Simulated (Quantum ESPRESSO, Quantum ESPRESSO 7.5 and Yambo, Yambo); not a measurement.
## A GW chain in Yambo: CdTe (F-43m)

How does a plane-wave GW calculation on CdTe (F-43m) run from the first input to the gap?

Program: Quantum ESPRESSO 7.5 and Yambo 5.3.0. Level of theory: PBE and many-body steps on it, plane waves. Results are calculated unless marked as measured.

**Experimental background.**

- Gap 1.48 ± 0.02 eV: direct optical gap from Tauc analysis, 1.5 h deposition; UV-vis diffuse reflectance; film (electrodeposited 1.5 h on FTO, Te-rich) (“Electrodeposition of CdTe Thin Films for Solar Energy Water Splitting”, 2020, pmc:7177234).

- Gap 1.592 eV: near-band-edge L1 bound-exciton energy extrapolated to 0 K (Varshni), slightly below the true gap; temperature-dependent photoluminescence; 0 K; bulk crystal (vertical Bridgman single crystal) (“Photoluminescence characteristics of Cd1-xMnxTe single crystals grown by the vertical Bridgman method”, 2012, pmc:3275455).

- Gap 1.32 ± 0.02 eV: direct optical gap from Tauc analysis, 2.5 h deposition; UV-vis diffuse reflectance; film (electrodeposited 2.5 h on FTO, nearly stoichiometric) (“Electrodeposition of CdTe Thin Films for Solar Energy Water Splitting”, 2020, pmc:7177234).

Report form: the programs' logs are mostly left out.

### 1. The starting structure

The structure is cubic, space group F-43m (No. 216). The conventional cell has a = 6.480 Å, b = 6.480 Å, c = 6.480 Å, α = 90.00°, β = 90.00°, γ = 90.00°. Nearest to Cd lie 4 Te at 2.81 Å. Nearest to Te lie 4 Cd at 2.81 Å. Farther neighbours and most contacts between anions are not listed.

The cell and positions come from the Crystallography Open Database and are kept as given unless a step says otherwise. Spin-orbit coupling is left out unless a step names it.

### 2. Ground state

This step: Quantum ESPRESSO 7.5; DFT, PBE, plane waves, norm-conserving pseudopotentials.

The ground-state density comes first.

Input file pw.in:

```
&control
  calculation = 'scf'
  prefix = 'x'
  outdir = 'o'
  pseudo_dir = 'pseudo'
/
&system
  ibrav = 0
  nat = 2
  ntyp = 2
  ecutwfc = 94.0
  nbnd = 27
  force_symmorphic = .true.
/
&electrons
  conv_thr = 1e-10
  electron_maxstep = 80
  mixing_beta = 0.5
/
ATOMIC_SPECIES
  Cd 112.41 Cd.upf
  Te 127.6 Te.upf
CELL_PARAMETERS angstrom
  0.0000000000 3.2400000000 3.2400000000
  3.2400000000 0.0000000000 3.2400000000
  3.2400000000 3.2400000000 0.0000000000
ATOMIC_POSITIONS crystal
  Cd 0.0000000000 0.0000000000 0.0000000000
  Te 0.2500000000 0.2500000000 0.2500000000
K_POINTS automatic
  6 6 6 0 0 0
```

Command:

```sh
OMP_NUM_THREADS=1 mpirun -n 8 pw.x -nk 8 -in pw.in > pw.out
```

It took 11 s on 8 MPI ranks of Arm Neoverse V1, shared host; peak memory 0.71 GiB.

This step gave:

| Property | Result |
| --- | --- |
| total energy | -12404.6757 eV |
| gap | 0.7705 eV |
| k of the valence top | 0, 0, 0 |
| k of the conduction bottom | 0, 0, 0 |
| least direct gap | 0.7705 eV |

The gap is direct, at Γ.

### 3. Bands along the symmetry lines

Levels along a band path, at the cheap level, show where the edges lie and whether the meshes to come will hold them.

Input file pw.in:

```
&control
  calculation = 'bands'
  prefix = 'x'
  outdir = 'o'
  pseudo_dir = 'pseudo'
/
&system
  ibrav = 0
  nat = 2
  ntyp = 2
  ecutwfc = 94.0
  nbnd = 28
  force_symmorphic = .true.
/
&electrons
  conv_thr = 1e-9
  electron_maxstep = 80
  diago_full_acc = .true.
  diago_thr_init = 5e-6
/
ATOMIC_SPECIES
  Cd 112.41 Cd.upf
  Te 127.6 Te.upf
CELL_PARAMETERS angstrom
  0.0000000000 3.2400000000 3.2400000000
  3.2400000000 0.0000000000 3.2400000000
  3.2400000000 3.2400000000 0.0000000000
ATOMIC_POSITIONS crystal
  Cd 0.0000000000 0.0000000000 0.0000000000
  Te 0.2500000000 0.2500000000 0.2500000000
K_POINTS crystal
  50
  0.00000000 0.00000000 0.00000000 1
  -0.06250000 -0.06250000 0.00000000 1
  -0.12500000 -0.12500000 0.00000000 1
  -0.18750000 -0.18750000 0.00000000 1
  -0.25000000 -0.25000000 0.00000000 1
  -0.31250000 -0.31250000 0.00000000 1
  -0.37500000 -0.37500000 0.00000000 1
  -0.43750000 -0.43750000 0.00000000 1
  -0.50000000 -0.50000000 0.00000000 1
  -0.48437500 -0.48437500 0.03125000 1
  -0.46875000 -0.46875000 0.06250000 1
  -0.45312500 -0.45312500 0.09375000 1
  -0.43750000 -0.43750000 0.12500000 1
  -0.42187500 -0.42187500 0.15625000 1
  -0.40625000 -0.40625000 0.18750000 1
  -0.39062500 -0.39062500 0.21875000 1
  -0.37500000 -0.37500000 0.25000000 1
  -0.37500000 0.00000000 0.37500000 1
  -0.32812500 0.00000000 0.32812500 1
  -0.28125000 0.00000000 0.28125000 1
  -0.23437500 0.00000000 0.23437500 1
  -0.18750000 0.00000000 0.18750000 1
  -0.14062500 0.00000000 0.14062500 1
  -0.09375000 0.00000000 0.09375000 1
  -0.04687500 0.00000000 0.04687500 1
  0.00000000 0.00000000 0.00000000 1
  0.00000000 0.00000000 0.06250000 1
  0.00000000 0.00000000 0.12500000 1
  0.00000000 0.00000000 0.18750000 1
  0.00000000 0.00000000 0.25000000 1
  0.00000000 0.00000000 0.31250000 1
  0.00000000 0.00000000 0.37500000 1
  0.00000000 0.00000000 0.43750000 1
  0.00000000 0.00000000 0.50000000 1
  -0.06250000 -0.03125000 0.46875000 1
  -0.12500000 -0.06250000 0.43750000 1
  -0.18750000 -0.09375000 0.40625000 1
  -0.25000000 -0.12500000 0.37500000 1
  -0.31250000 -0.15625000 0.34375000 1
  -0.37500000 -0.18750000 0.31250000 1
  -0.43750000 -0.21875000 0.28125000 1
  -0.50000000 -0.25000000 0.25000000 1
  -0.50000000 -0.28125000 0.21875000 1
  -0.50000000 -0.31250000 0.18750000 1
  -0.50000000 -0.34375000 0.15625000 1
  -0.50000000 -0.37500000 0.12500000 1
  -0.50000000 -0.40625000 0.09375000 1
  -0.50000000 -0.43750000 0.06250000 1
  -0.50000000 -0.46875000 0.03125000 1
  -0.50000000 -0.50000000 0.00000000 1
```

Run time: 8.2 s. Hardware: 8 MPI ranks; peak memory 0.62 GiB.

This step gave:

| Quantity | Value |
| --- | --- |
| gap | 0.7705 eV |
| k of the valence top | 0, 0, 0 |
| k of the conduction bottom | 0, 0, 0 |
| least direct gap | 0.7705 eV |

The gap is 0.770 eV, as in the run before at this level.

The electronic bands at the labelled points (eV, zero at the top of the highest filled band):

| point | band 19 | band 20 | band 21 | band 22 | band 23 | band 24 | band 25 | band 26 |
| --- | --- | --- | --- | --- | --- | --- | --- | --- |
| Γ | -8.02 | 0.00 | 0.00 | 0.00 | 0.77 | 4.62 | 4.62 | 4.62 |
| halfway | -7.99 | -2.66 | -1.08 | -1.08 | 2.95 | 3.34 | 6.49 | 6.49 |
| X | -7.53 | -4.30 | -1.86 | -1.86 | 2.62 | 2.68 | 8.83 | 9.15 |
| halfway | -7.51 | -4.27 | -2.15 | -1.78 | 2.72 | 3.25 | 8.10 | 8.50 |
| U | -7.48 | -4.20 | -2.55 | -1.54 | 2.91 | 4.53 | 7.36 | 7.48 |
| jump to K | -7.48 | -4.20 | -2.55 | -1.54 | 2.91 | 4.53 | 7.36 | 7.48 |
| halfway | -7.96 | -3.01 | -1.49 | -0.45 | 2.83 | 4.89 | 5.33 | 5.45 |
| Γ | -8.02 | 0.00 | 0.00 | 0.00 | 0.77 | 4.62 | 4.62 | 4.62 |
| halfway | -8.02 | -2.72 | -0.43 | -0.43 | 1.99 | 5.17 | 5.17 | 5.37 |
| L | -7.67 | -4.42 | -0.77 | -0.77 | 1.82 | 5.21 | 5.21 | 7.07 |
| halfway | -7.57 | -4.23 | -2.06 | -1.26 | 3.24 | 4.61 | 5.99 | 7.21 |
| W | -7.45 | -4.18 | -2.32 | -2.19 | 4.26 | 4.69 | 5.57 | 6.32 |
| halfway | -7.49 | -4.24 | -2.10 | -2.04 | 3.32 | 3.32 | 7.47 | 7.56 |
| X | -7.53 | -4.30 | -1.86 | -1.86 | 2.62 | 2.68 | 8.83 | 9.15 |

### 4. Empty states on the mesh, 4×4×4 mesh, 122 bands

The sums over transitions need many empty states on a uniform mesh; this step solves for them.

Input file pw.in:

```
&control
  calculation = 'nscf'
  prefix = 'x'
  outdir = 'o'
  pseudo_dir = 'pseudo'
/
&system
  ibrav = 0
  nat = 2
  ntyp = 2
  ecutwfc = 94.0
  nbnd = 122
  force_symmorphic = .true.
/
&electrons
  conv_thr = 1e-9
  electron_maxstep = 80
  diago_full_acc = .true.
  diago_thr_init = 5e-6
/
ATOMIC_SPECIES
  Cd 112.41 Cd.upf
  Te 127.6 Te.upf
CELL_PARAMETERS angstrom
  0.0000000000 3.2400000000 3.2400000000
  3.2400000000 0.0000000000 3.2400000000
  3.2400000000 3.2400000000 0.0000000000
ATOMIC_POSITIONS crystal
  Cd 0.0000000000 0.0000000000 0.0000000000
  Te 0.2500000000 0.2500000000 0.2500000000
K_POINTS automatic
  4 4 4 0 0 0
```

Command:

```sh
OMP_NUM_THREADS=1 mpirun -n 8 pw.x -nk 4 -in pw.in > pw.out
```

The job ended after 14 s (8 MPI ranks; peak memory 0.69 GiB).

This step gave:

```yaml
gap: 0.7705 eV
k_of_the_valence_top: 0, 0, 0
k_of_the_conduction_bottom: 0, 0, 0
least_direct_gap: 0.7705 eV
k_points_computed: 8
lowest_point_of_the_top_converged_band_above_the_valence_top: 65.9721 eV
```

On this mesh the gap is 0.770 eV.

### 5. Conversion and set-up

This step: Yambo 5.3.0; conversion and set-up on PBE, plane waves, norm-conserving pseudopotentials.

The states are converted to the many-body program's format and the q mesh is built.

Command:

```sh
(cd o/x.save; p2y > p2y.log; mv SAVE ../..); yambo > setup.log
```

Elapsed: 3.5 s, on 1 MPI rank; peak memory 0.26 GiB.

### 6. Screening and self-energy, 4×4×4 mesh, 122 bands, screening to 129.3 eV

G0W0 replaces the xc potential by the self-energy, built once from these orbitals. Only a window of levels is corrected, while the sums run over the empty bands that the input names.

This step: G0W0 on PBE, plane waves, norm-conserving pseudopotentials.

Input file gw1.in:

```
HF_and_locXC
gw0
dyson
ppa
em1d
rim_cut
RandQpts= 1000000
RandGvec= 1 RL
EXXRLvcs= 94 Ry
VXCRLvcs= 376 Ry
Chimod= "HARTREE"
% BndsRnXp
 1 | 122 |
%
NGsBlkXp= 9.5 Ry
% LongDrXp
 1 | 1 | 1 |
%
% GbndRnge
 1 | 122 |
%
DysSolver= "n"
ExtendOut
PPAPntXp= 27.21138 eV
% QPkrange
 1 | 1 | 21 | 24 |
%
```

Command:

```sh
OMP_NUM_THREADS=1 mpirun -n 8 yambo -F gw1.in -J gw1 -C gw1 > gw1.log
```

Run time: 2 min. Hardware: 8 MPI ranks; peak memory 4.7 GiB; 16 min of CPU time.

Numbers from this step:

* G0W0 gap on the points computed: 1.533 eV
* starting gap on the mesh: 0.7705 eV
* k of the valence top: 0, 0, 0
* k of the conduction bottom: 0, 0, 0
* least direct G0W0 gap on the computed points: 1.533 eV
* Z at the valence top: 0.7991
* Z at the conduction bottom: 0.8110

The gap on the mesh goes from 0.77 eV to 1.53 eV, a correction of +0.76 eV.

Limits: finite bands, cutoff and mesh; no spin-orbit coupling; coarse k mesh. v1 is the top filled band, c1 the lowest empty one. Levels before and after the correction, in eV, zero at the valence-band top of each column:

|  | conduction bottom | valence top |
| --- | --- | --- |
| Kohn-Sham | 0.77 | 0.00 |
| G0W0 | 1.53 | 0.00 |

|  | level | energy (eV) |
| --- | --- | --- |
| Kohn-Sham | Γ v2-v1 | 0.000 |
| Kohn-Sham | Γ c1 | 0.770 |
| Kohn-Sham | Γ c2 | 4.620 |
| G0W0 | Γ v2-v1 | 0.000 |
| G0W0 | Γ c1 | 1.533 |
| G0W0 | Γ c2 | 5.276 |

### 7. Where the time went

Times are wall times on the hardware named with each run, good to a factor of about two.

| step | time | share | memory (GiB) |
| --- | --- | --- | --- |
| ground state | 11 s | 7 % | 0.71 |
| bands along the symmetry lines | 8.2 s | 5 % | 0.62 |
| empty states on the mesh | 14 s | 9 % | 0.69 |
| conversion and set-up | 3.5 s | 2 % | 0.26 |
| screening and self-energy | 2 min | 77 % | 4.7 |

### 8. Results

| Item | Value |
| --- | --- |
| PBE gap | 0.77 eV, direct |
| G0W0 gap on the mesh | 1.53 eV |
| GW settings | 4×4×4 mesh, 122 bands, screening to 129.3 eV, Godby-Needs plasmon pole |
| known limits | not at the basis limit; no spin-orbit coupling; coarse k mesh |

In words: G0W0 moves the gap on the mesh from 0.77 eV to 1.53 eV (+0.76 eV), with Z of 0.80 and 0.81 at the edges. Only 1 of the mesh's irreducible points was corrected, so a valley elsewhere could overtake. The dearest step here is «screening and self-energy». Against experiment, by G0W0@PBE: the direct gap of 1.53 eV lies +0.05 eV from the measured 1.48 ± 0.02 eV (direct, 2020); the direct gap of 1.53 eV lies −0.06 eV from the measured 1.592 eV (exciton, 0 K, 2012); the direct gap of 1.53 eV lies +0.21 eV from the measured 1.32 ± 0.02 eV (direct, 2020). An exciton line or allowed optical edge lies below the quasiparticle gap by the binding energy; a forbidden edge can push the onset above it. The calculation has static nuclei and no excitons; a measured gap holds zero-point and thermal motion, which mostly lowers it. With atoms this heavy the missing spin-orbit coupling can matter too. Bands and cutoff are finite, so the gap is not at the basis limit. The miss can reach some tenths of an eV and take either sign; the mesh is an error of its own. In the G0W0 run levels were corrected at 1 k point alone, so a gap called «on the mesh» is the least over those, and an edge elsewhere would be missed. The 4×4×4 mesh is coarse for this cell, which bears on the long-range parts of exchange and screening.

[Paths, hosts, dates, memory and timing lines, banners, echoed tables and standing remarks are left out of the program output.]

[Logs are printed without paths, hosts, clocks, repeated set-up lines and the standing remarks that a program may print on its own settings, such as how far it seeks lower states.]

[Runs of the session that timed out or met a known fault of the program may be left out.]

[Hosts, paths, dates, database ids (printed as entryN), source tags and the programs' standing remarks are cut or masked in the printed files.]
